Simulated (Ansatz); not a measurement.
# C (Fd-3m) in Ansatz: relaxation of cell and atoms with BLYP+D4

Aim: the relaxation of cell and atoms of C with BLYP+D4.

All numbers are computed with Ansatz 0.2.0; they aren't measurements. Logs are shortened: lines on timing, memory, paths and dates and some standing lists are left out, and cuts for length are marked.

## Step 1: Starting point

Symmetry: Fd-3m, No. 227, cubic system. The conventional cell has a = 3.567 Å, b = 3.567 Å, c = 3.567 Å, α = 90.00°, β = 90.00°, γ = 90.00°. C (site symmetry -43m) has 4 C at 1.54 Å as nearest neighbours.

This isn't the form of C at room conditions, which is graphite.

## Step 2: Relaxation of cell and atoms, BLYP+D4

Input file input.yaml:

```yaml
crystal:
  lattice:
    - [0.0, 1.78337, 1.78337]
    - [1.78337, 0.0, 1.78337]
    - [1.78337, 1.78337, 0.0]
  atoms:
    - { symbol: C, position: [0.75, 0.75, 0.75] }
    - { symbol: C, position: [0.5, 0.5, 0.5] }
kpoints:
  mp_grid: { grid: [13, 13, 13] }
scf:
  occupations: { method: fermi_dirac, width: 0.05 }
hamiltonian:
  xc: blyp
  dispersion: d4
  pseudopotentials: { kind: all_electron, lapw: { basis_error: 0.001 } }
output:
  forces: true
  stress: true
relax:
  f_tol: 0.01
  max_steps: 60
  cell: {}
```

Potentials or basis: all-electron LAPW, scalar-relativistic.

On the command line:

```bash
$ ansatz run input.yaml --threads 1 --pin off --max-ram 3072MiB --backend cpu --events-out ev --progress --plain --runs-dir out
```

Output:

```text
Warning: RAYON_NUM_THREADS=1 ignored (pool sized by the plan → 1); use --threads N
The last accepted step is kept in <dir> (removed where the run ends without a failure and the disk answers)
LAPW: plane waves up to 11.207 Å⁻¹, error target 1.0e-3 eV per atom; small_component_spin mean_spin; C in spheres of 0.749 Å, 6 of its electrons in bands, Dirac shells [] (how accurate: hamiltonian.pseudopotentials.lapw.basis_error, Limitations)
Engine: ansatz 0.2.0, x86_64-unknown-linux-gnu
Pseudopotentials: kind: all_electron
Pseudopotential: C, LAPW, valence charge 6, lapw/all_electron/scalar/gaussian/C, Koelling and Harmon's equation, gaussian nucleus
Functional definition: BLYP
  parameter beta = 0.0042
  parameter a = 0.04918
  parameter b = 0.132
  parameter c = 0.2533
  parameter d = 0.349
  exchange = b88_x(beta = beta)
  correlation = lyp_c(a = a, b = b, c = c, d = d)
Crystal: 2 atoms, lattice volume = 11.344 Å³
Basis set: ecut = 478.5142183882201 eV, 283 PW (Γ), exchange–correlation at level 2
Bands: 10, of which v1, the nominal top of the filled ones, is band 6 counted from 1 (5 counted from 0)
Symmetry: 48 space group operations
Space group: Fd-3m (ITA 227), of the structure as read, at distance tolerance 2.2e-5 Å
k-points: 84 of 2197
Non-local potential: C, projectors of the file, none
Initial density: superposition of atomic densities (chi_scale 0.1, normalization cell)
Initial wavefunctions: plane waves of lowest kinetic energy (no species holds an atomic orbital)
Functional: x = b88, c = lyp
iter 1 solved again at ethr=1.43e-2 eV; its pass at ethr=1.00e-1 eV (dr2=1.72e0 eV) is discarded
SCF iter   1: F=—  HF=-2076.316264 eV  |F-HF|=—  |Δ(HF+E_count)|=         —  Δρ=1.44e-1  dr2=1.72e0  ethr=1.43e-2  ⟨swp⟩=2.0  Hψ=6205  notcnv=0
preconditioner: auto → none  [insulator: Δε(μ)=5.114 eV  Ē_g=19.519 eV  σ=0.050 eV  W_gap=1.00  n_scr=0 (ndim 8)  ℏωp=31.2 eV  f_vac=0.000  D(μ)=0.00/eV (n_scr^D=0)  ε∞_Penn≈3.6]
SCF iter   2: F=—  HF=-2075.724255 eV  |F-HF|=—  |Δ(HF+E_count)|=   5.92e-1  Δρ=5.83e-2  dr2=2.58e-1  ethr=1.43e-2  ⟨swp⟩=3.0  Hψ=2338  notcnv=0
iter 3 solved again at ethr=8.16e-6 eV; its pass at ethr=2.15e-3 eV (dr2=9.79e-4 eV) is discarded
SCF iter   3: F=—  HF=-2075.654604 eV  |F-HF|=—  |Δ(HF+E_count)|=   6.97e-2  Δρ=5.59e-3  dr2=9.69e-4  ethr=8.16e-6  ⟨swp⟩=2.3  Hψ=4348  notcnv=0
SCF iter   4: F=—  HF=-2075.655163 eV  |F-HF|=—  |Δ(HF+E_count)|=         —  Δρ=4.36e-4  dr2=5.30e-6  ethr=8.08e-6  ⟨swp⟩=2.0  Hψ=1848  notcnv=0
the basis was enlarged: its passes take 39.8 KiB over the memory plan, 1 of 1 planned eigensolver slots
SCF iter   5: F=-2075.655169 eV  HF=-2075.655169 eV  |F-HF|=2.00e-8  |Δ(HF+E_count)|=   5.99e-6  Δρ=2.26e-5  dr2=1.58e-8  ethr=4.42e-8  ⟨swp⟩=2.7  Hψ=1979  notcnv=0
SCF 1 converged in 5 iterations: F = -2075.655169 eV  dr2 = 1.58e-8
relax step   1: F+E_penalty+E_count = -2075.65516932 eV  Δ(F+E_penalty+E_count) = +0.000e0 eV  max|allowed force component| = 1.388e-17 eV/Å  Δτ_max = 0.0000 Å  P = +0.616 GPa  Ω = 11.344 Å³  (5 SCF iters, accepted)
Crystal: 2 atoms, lattice volume = 11.353 Å³
Basis set: ecut = 478.24455770432576 eV, 283 PW (Γ), exchange–correlation at level 2
Initial density: handed on by an earlier stage of this run
Initial wavefunctions: those handed on with the density
iter 1 solved again at ethr=6.61e-9 eV; its pass at ethr=1.00e-1 eV (dr2=7.93e-7 eV) is discarded
SCF iter   1: F=—  HF=-2075.655196 eV  |F-HF|=—  |Δ(HF+E_count)|=         —  Δρ=1.11e-4  dr2=1.14e-6  ethr=6.61e-9  ⟨swp⟩=4.4  Hψ=4416  notcnv=0
preconditioner: auto → none  [insulator: Δε(μ)=4.464 eV  Ē_g=19.610 eV  σ=0.050 eV  W_gap=1.00  n_scr=0 (ndim 8)  ℏωp=31.2 eV  f_vac=0.000  D(μ)=0.00/eV (n_scr^D=0)  ε∞_Penn≈3.5]
SCF iter   2: F=—  HF=-2075.655195 eV  |F-HF|=—  |Δ(HF+E_count)|=   4.18e-7  Δρ=4.25e-5  dr2=1.55e-7  ethr=6.61e-9  ⟨swp⟩=3.0  Hψ=2005  notcnv=0
iter 3 solved again at ethr=7.46e-12 eV; its pass at ethr=1.29e-9 eV (dr2=8.95e-10 eV) is discarded
SCF iter   3: F=-2075.655195 eV  HF=-2075.655195 eV  |F-HF|=9.07e-10  |Δ(HF+E_count)|=   4.43e-8  Δρ=5.66e-6  dr2=8.98e-10  ethr=7.46e-12  ⟨swp⟩=2.4  Hψ=3808  notcnv=0
SCF 2 converged in 3 iterations: F = -2075.655195 eV  dr2 = 8.98e-10
relax step   2: F+E_penalty+E_count = -2075.65519529 eV  Δ(F+E_penalty+E_count) = -2.598e-5 eV  max|allowed force component| = 1.758e-16 eV/Å  Δτ_max = 0.0000 Å  P = +0.253 GPa  Ω = 11.353 Å³  (3 SCF iters, accepted)
Crystal: 2 atoms, lattice volume = 11.360 Å³
Basis set: ecut = 478.05668698452195 eV, 283 PW (Γ), exchange–correlation at level 2
iter 1 solved again at ethr=2.90e-9 eV; its pass at ethr=1.00e-1 eV (dr2=3.48e-7 eV) is discarded
SCF iter   1: F=—  HF=-2075.655201 eV  |F-HF|=—  |Δ(HF+E_count)|=         —  Δρ=7.09e-5  dr2=4.94e-7  ethr=2.90e-9  ⟨swp⟩=4.0  Hψ=4368  notcnv=0
preconditioner: auto → none  [insulator: Δε(μ)=4.463 eV  Ē_g=19.601 eV  σ=0.050 eV  W_gap=1.00  n_scr=0 (ndim 8)  ℏωp=31.2 eV  f_vac=0.000  D(μ)=0.00/eV (n_scr^D=0)  ε∞_Penn≈3.5]
SCF iter   2: F=-2075.655201 eV  HF=-2075.655201 eV  |F-HF|=2.99e-8  |Δ(HF+E_count)|=   1.74e-7  Δρ=2.62e-5  dr2=6.60e-8  ethr=2.90e-9  ⟨swp⟩=3.0  Hψ=2009  notcnv=0
SCF 3 converged in 2 iterations: F = -2075.655201 eV  dr2 = 6.60e-8
relax step   3: F+E_penalty+E_count = -2075.65520060 eV  Δ(F+E_penalty+E_count) = -5.308e-6 eV  max|allowed force component| = 1.804e-16 eV/Å  Δτ_max = 0.0000 Å  P = +0.010 GPa  Ω = 11.360 Å³  (2 SCF iters, accepted)
iter 1 solved again at ethr=5.49e-10 eV; its pass at ethr=1.00e-1 eV (dr2=6.59e-8 eV) is discarded
SCF iter   1: F=—  HF=-2075.655201 eV  |F-HF|=—  |Δ(HF+E_count)|=         —  Δρ=2.62e-5  dr2=6.59e-8  ethr=5.49e-10  ⟨swp⟩=3.0  Hψ=4356  notcnv=0
SCF iter   2: F=-2075.655201 eV  HF=-2075.655201 eV  |F-HF|=2.24e-9  |Δ(HF+E_count)|=   7.51e-9  Δρ=1.06e-5  dr2=9.71e-9  ethr=5.49e-10  ⟨swp⟩=2.4  Hψ=1895  notcnv=0
SCF 4 converged in 2 iterations: F = -2075.655201 eV  dr2 = 9.71e-9
relax step   4: F+E_penalty+E_count = -2075.65520061 eV  Δ(F+E_penalty+E_count) = -1.406e-8 eV  max|allowed force component| = 1.457e-16 eV/Å  Δτ_max = 0.0000 Å  P = +0.004 GPa  Ω = 11.360 Å³  stress off target by 4.43e-3 GPa  SCF on the basis re-selected at this cell (its energy is not comparable with the rows above)  (2 SCF iters)
basis re-selected at this cell: Δ(F+E_penalty+E_count) = -1.406e-8 eV, ΔP = -0.005 GPa vs the last step (what re-selecting the basis moved, after the strain that the cell walked since its last selection, with what the two solves' SCF thresholds leave and, on support functions, any second-order correction that the steps lacked; it is no measure of the basis error at this ecutwfc). This SCF's stress stands 4.43e-3 GPa from its target on what of the cell is left free (relax.cell.stress_tol is 5.00e-2 GPa) and its largest allowed force component is 1.46e-16 eV/Å (relax.f_tol is 1.00e-2 eV/Å): within both
SCF converged after 2 iterations
Free energy (F): -2075.655201 eV
Harris-Foulkes:  -2075.655201 eV  (|F-HF|=2.24e-9)
Internal energy: -2075.655201 eV  (E = F + TS)
E sigma→0 (E₀):  -2075.655201 eV
Fermi energy:    16.091714 eV
--- Per-component energies (eV) ---
  E_band       = -969.087246
  E_kinetic    = 2071.636639
  E_xc         = -297.396278
  E_electrostatic = -3849.066173  (all electrons and nuclei)
  E_disp       = -0.829388  (pairwise vdW)
  E_smearing   = -0.000000  (= −TS)
  E_closure    = 0.000000  (closes the sum)
  E_atoms      = -2058.136777  (free atoms, spherical and without spin; not in F)
  Σ components = -2075.655201   (vs F -2075.655201, Δ=0.00e0)
  Basis errors (estimates in eV, not in F): energy 6.1e-4 per atom: plane waves 5.8e-4 (3.6e-4 summed), levels above the bands 2.3e-80, relativity 1.8e-8, radial functions 2.6e-5, core shells 0.0e0; eigenvalues (radial functions only) 9.5e-7; not estimated: angular momenta, meshes, grids; target (lapw.basis_error) 1.0e-3; muffin-tin radii C 0.749 Å
--- Forces (eV/Å), atoms counted from 1 ---
  atom   1  C      0.00000000     0.00000000     0.00000000
  atom   2  C     -0.00000000    -0.00000000    -0.00000000
  max |Σ_I F_I| component: 2.78e-17 eV/Å
--- Stress (GPa, compression-positive) ---
        0.004430       0.000000       0.000000
        0.000000       0.004430       0.000000
        0.000000       0.000000       0.004430
  P = ⅓ Tr σ = 0.0044 GPa (0.044 kbar)
--- Relaxed structure (3 steps of the walk, 3 accepted, 1 SCFs on fresh bases) ---
  F+E_penalty+E_count = -2075.65520061 eV   max|allowed force component| = 1.457e-16 eV/Å   (the final SCF, on the basis selected at the relaxed cell)
  cell:  # Å, volume = 11.3600 Å³
    - [9.872283313735204e-35, 1.7842231965624482, 1.7842231965624482]
    - [1.7842231965624482, 5.612870754986547e-35, 1.7842231965624482]
    - [1.7842231965624482, 1.7842231965624482, 2.9855695505247597e-35]
  atoms:
    - { symbol: C, position: [0.7500000000000001, 0.7500000000000001, 0.7500000000000001] }
    - { symbol: C, position: [0.5000000000000001, 0.5000000000000001, 0.5000000000000001] }
```

Wall time 21 s (1 thread of Intel Xeon at 2.50GHz (Skylake/Cascade Lake), shared host); peak memory 0.29 GiB.

Results:

```yaml
Free_energy: -2075.6552 eV
Relaxed_volume: 5.68 Å³/atom
Relaxed_cell: a = 2.523 Å, b = 2.523 Å, c = 2.523 Å, α = 60.00°, β = 60.00°, γ = 60.00°
Space_group_after_relaxing_to_0.05_Å: Fd-3m (No. 227)
Energy_gained_by_relaxing: 0.0 meV/atom
Ionic_steps: 4
Pressure_after_relaxing: 0.0 GPa
Band_gap_on_the_k_mesh: 4.46 eV
```

Final structure:
```
C
1.0
     0.00000    1.78422    1.78422
     1.78422    0.00000    1.78422
     1.78422    1.78422    0.00000
C
2
Direct
  0.75000 0.75000 0.75000
  0.50000 0.50000 0.50000
```

Caveat: an odd mesh through Γ misses points on the zone boundary, where band edges often lie.

## Step 3: Against experiment

Step 2. The cell as given is a measured one (5.67 Å³/atom); BLYP+D4 puts the equilibrium volume +0.1 % from it, thermal expansion not counted.
